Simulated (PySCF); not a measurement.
Theory: PySCF 2.14.0, delta-SCF UKS SCAN, pcX-2 on the ionised atom, pcseg-1 elsewhere, spin-free X2C. Geometries: PBE0-D3(BJ)/def2-SVP; isolated species, one conformer each. Values against the vacuum level.

**Question.** Rank by computed C 1s binding energy, lowest first.
A. C5 in `[CH3:1][C:2](=[S:3])[c:4]1[cH:5][cH:6][cH:7][n:8][cH:9]1`
B. C1 in `[cH:1]1[cH:2][cH:3][nH+:4][cH:5][cH:6]1`
C. C5 in `[SiH3:1][O:2][B:3]1[CH:4]=[CH:5][CH:6]=[CH:7][CH:8]=[CH:9]1`
D. C5 in `[CH:1]#[C:2][C@H:3]([S-:4])[C:5]#[N:6]`
E. C2 in `[CH2:1]1[CH2:2][CH:3]([N:4]2[CH2:5][CH2:6]2)[CH2:7]1`
F. C1 in `[CH:1]#[C:2][F:3]`

**Answer.** D (287.62 eV), E (290.21 eV), C (290.54 eV), A (290.87 eV), F (291.40 eV), B (296.58 eV).

From the lowest up, the atoms are bonded to: N (triple bond) and C in a species of charge -1 (287.62); 2 C and 2 H (290.21); C (double bond), C and H (290.54); 2 C (aromatic in the SMILES) and H (290.87); C (triple bond) and H (291.40); 2 C (aromatic in the SMILES) and H in a species of charge +1 (296.58).

**Question.** Order these sites by rising N 1s binding energy.
A. Nitrogen in `c1cc[nH+]cc1`
B. Nitrogen in `C#C[C@H]([S-])C#N`
C. Nitrogen in `C1N(C1)C1CCC1`

**Answer.** B (400.27 eV), C (404.66 eV), A (413.17 eV).

From the lowest up, the atoms are bonded to: C (triple bond) in a species of charge -1 (400.27); 3 C (404.66); 2 C (aromatic in the SMILES) and H in a species of charge +1 (413.17).

3 of these hole states are spin-contaminated (⟨S²⟩ up to 0.91, against 0.75; counted from 0.85) and less certain. The basis sets have no added diffuse functions, a weakness for anions.
